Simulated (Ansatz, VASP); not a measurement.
Be2C in VASP and in Ansatz

The input INCAR:

```
ALGO = Normal
EDIFF = 1E-7
ENCUT = 520
GGA = PE
ISIF = 2
ISMEAR = -1
LASPH = True
LCHARG = False
LREAL = False
LWAVE = False
NBANDS = 11
NELM = 80
PREC = Accurate
SIGMA = 0.05
```

Contents of KPOINTS:

```
k-points
0
Gamma
  11 11 11
```

Contents of POSCAR:

```
Be2C
1.0
    0.0000000000      2.1793381662      2.1793381662
    2.1793381662      0.0000000000      2.1793381662
    2.1793381662      2.1793381662      0.0000000000
C Be
1 2
Direct
    0.0000000000      0.0000000000      0.0000000000
    0.7500000000      0.7500000000      0.7500000000
    0.2500000000      0.2500000000      0.2500000000
```

input.yaml

```yaml
crystal:
  lattice:
    - [0.0, 2.1793381662, 2.1793381662]
    - [2.1793381662, 0.0, 2.1793381662]
    - [2.1793381662, 2.1793381662, 0.0]
  atoms:
    - { symbol: C, position: [0.0, 0.0, 0.0] }
    - { symbol: Be, position: [0.75, 0.75, 0.75] }
    - { symbol: Be, position: [0.25, 0.25, 0.25] }
hamiltonian:
  xc: pbe
  pseudopotentials: { kind: paw }
kpoints:
  mp_grid: { grid: [11, 11, 11] }
scf:
  occupations: { method: fermi_dirac, width: 0.05 }
output:
  forces: true
  stress: true
  eigenvalues: true
  write_density: true
  write_potential: true
  elf: true
  volumetric_format: npy
```

Change from the starting cell: volume scaled by 1.02.

Alike in both runs: task single point; functional PBE; k mesh 11 × 11 × 11; occupations fermi-dirac, width 0.05 eV; no spin polarisation.

|  | VASP | Ansatz |
| --- | --- | --- |
| version | VASP 6.6.1 | Ansatz 0.2.0 |
| potentials or method | VASP PAW PBE potentials, release 64 (C, Be) | Ansatz PAW |
| plane-wave cutoff (eV) | 520 | 420 |
| valence electrons in the cell | 8 | 8 |

```csv
,VASP,Ansatz,Ansatz less VASP
gap on the k mesh at the Fermi level (eV),1.24,1.26,+0.012
least direct gap on the mesh (eV),4.09,4.10,+0.008
pressure (GPa),-3.7,-4.1,-0.37
```

The functional is the same, so the differences come from potentials, cutoffs and numerics.

Caveats: an odd mesh through Γ misses points on the zone boundary, where band edges often lie (VASP); odd divisions of the mesh miss points on the zone boundary, where band edges often lie, so the gap on the mesh can be too wide (Ansatz).
